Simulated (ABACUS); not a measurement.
BP: single point with PBE

The system is BP.

```
CELL_PARAMETERS angstrom
0.00000 2.26900 2.26900
2.26900 0.00000 2.26900
2.26900 2.26900 0.00000
ATOMIC_POSITIONS crystal
P 0.75000 0.75000 0.75000
B 0.00000 0.00000 0.00000
```

```yaml
Program: ABACUS 3.10.1
Task: single point
Functional: PBE
Potentials_or_basis: SG15 ONCV 1.2 PBE
Cutoff: 1034 eV
Density_cutoff: 4136 eV
Basis: plane waves
k_mesh: 7 × 7 × 7
Occupations: fermi-dirac, width 0.05 eV
Spin: no spin polarisation
```

* Pressure: 0.4 GPa
* Band gap on the k mesh: 1.28 eV, indirect (least direct gap 3.43 eV)

Levels at points of the mesh, in eV from the valence-band top:
```
           k point  band 1  band 2  band 3  band 4  band 5  band 6  band 7  band 8
(0.00, 0.00, 0.00)  -15.44    0.00    0.00    0.00    3.43    3.43    3.43    7.36
```

Run time: 5 s on 4 MPI ranks on Intel(R) Xeon(R) Platinum 8259CL CPU @ 2.50GHz (Skylake/Cascade Lake) (shared host), peak memory 0.24 GiB a rank.

Caveat: an odd mesh through Γ misses points on the zone boundary, where band edges often lie.
